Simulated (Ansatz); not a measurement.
# SiO2: uniaxial strain along c

The task here is to estimate one member of a computed series from the others.

Computed with Ansatz 0.2.0 (DFT LDA, scalar-relativistic, plane waves, PAW, unless a step's input says otherwise).

## The starting structure

Symmetry: I-42d, No. 122, tetragonal system. The conventional cell has a = 4.929 Å, b = 4.929 Å, c = 7.289 Å, α = 90.00°, β = 90.00°, γ = 90.00°. Around Si (site symmetry -4) lie 4 O at 1.61 Å. Around O (site symmetry 2) lie 2 Si at 1.61 Å.

Coordinates:

```xyz
12
Lattice="4.9289 0.0000 0.0000 0.0000 4.9289 0.0000 0.0000 0.0000 7.2888" Properties=species:S:1:pos:R:3 pbc="T T T"
Si    0.0000    0.0000    0.0000
Si    0.0000    2.4644    1.8222
Si    2.4644    2.4644    3.6444
Si    2.4644    0.0000    5.4666
O     0.4857    1.2322    0.9111
O     1.2322    2.9502    2.7333
O     3.6967    1.9787    2.7333
O     4.4432    3.6967    0.9111
O     2.9502    3.6967    4.5555
O     3.6967    0.4857    6.3777
O     1.2322    4.4432    6.3777
O     1.9787    1.2322    4.5555
```

It goes back to an entry of the Materials Project, which need not be the stable form.

The unstrained cell was computed beforehand with the same settings: E(σ→0) = -6890.7474 eV for 12 atoms, gap 5.76 eV over the zone.

Set-up of the first run:

Input file input.yaml:

```yaml
crystal:
  lattice:
    - [4.9473688467, 0.0, 0.0]
    - [0.0, 4.9473688467, 0.0]
    - [0.0, 0.0, 7.1794743892]
  atoms:
    - { symbol: Si, position: [0.0, 0.0, 0.0] }
    - { symbol: Si, position: [0.0, 0.5, 0.25] }
    - { symbol: Si, position: [0.5, 0.5, 0.5] }
    - { symbol: Si, position: [0.5, 0.0, 0.75] }
    - { symbol: O, position: [0.0985469533, 0.25, 0.125] }
    - { symbol: O, position: [0.25, 0.5985469533, 0.375] }
    - { symbol: O, position: [0.75, 0.4014530467, 0.375] }
    - { symbol: O, position: [0.9014530467, 0.75, 0.125] }
    - { symbol: O, position: [0.5985469533, 0.75, 0.625] }
    - { symbol: O, position: [0.75, 0.0985469533, 0.875] }
    - { symbol: O, position: [0.25, 0.9014530467, 0.875] }
    - { symbol: O, position: [0.4014530467, 0.25, 0.625] }
basis:
  ecutwfc: 420
kpoints:
  mp_grid: { grid: [6, 6, 4] }
hamiltonian:
  xc: lda
scf:
  occupations: { method: gaussian, width: 0.02 }
output:
  forces: true
  stress: true
  eigenvalues: true
relax:
  adjacent_minimum: "off"
  f_tol: 0.008
  max_steps: 40
  cell: { stress_tol: 0.015, fix: [c, angles] }
```

Command:

```sh
ansatz run input.yaml --threads 1 --pin off --max-ram 2560MiB --backend cpu --events-out ev --progress --plain --runs-dir out
```

Among the steps run: Strain -1.5 %; Band edges over the zone at -1.5 %; The cell strained by +1.5 %; Band edges over the zone at +1.5 %; At -3.0 %; The gap over the whole zone at -3.0 %; At +3.0 %; The gap over the whole zone at +3.0 %; Strain -4.5 %; Band edges over the zone at -4.5 %; Strain +4.5 %; Band edges over the zone at +4.5 %.

One table of the session follows, with a row left open; its other results are not shown here.

Lengths are those of the vectors of the cell that was run; stresses in GPa:

| strain (%) | ΔE (meV/atom) | a (Å) | b (Å) | c (Å) | gap (eV) |
| --- | --- | --- | --- | --- | --- |
| -4.5 | 6.3 | 4.993 | 4.993 | 6.961 | 5.84 |
| -3.0 | 2.8 | 4.971 | 4.971 | 7.070 | 5.82 |
| -1.5 | 0.7 | 4.950 | 4.950 | 7.179 | 5.79 |
| +0.0 | 0.0 | 4.929 | 4.929 | 7.289 | 5.76 |
| +1.5 | 0.9 | 4.902 | 4.902 | 7.398 | 5.72 |
| +3.0 | ? | ? | ? | ? | ? |
| +4.5 | 7.5 | 4.846 | 4.846 | 7.617 | 5.63 |

**Question.** Estimate the row for strain (%) = +3.0.

Worked estimate for «ΔE (meV/atom)». A straight line through the neighbours (1.5, 0.9) and (4.5, 7.5) gives 0.9 + (7.5 − 0.9) × (3.0 − 1.5) / (4.5 − 1.5) = 4.2; a parabola fitted to 3 rows on both sides gives 3.4.

As computed: ΔE (meV/atom): 3.3; a (Å): 4.876; b (Å): 4.876; c (Å): 7.507; gap (eV): 5.68. In «ΔE (meV/atom)» the line misses by +0.9 and the parabola by +0.1.

ΔE is over the unstrained cell. Stress in GPa, positive in compression, on the Cartesian axes of the input. Gaps are Kohn-Sham gaps over the whole zone.

Caveats from the session: The gap runs from 5.84 eV at -4.5 % through 5.76 to 5.63 eV at +4.5 %.
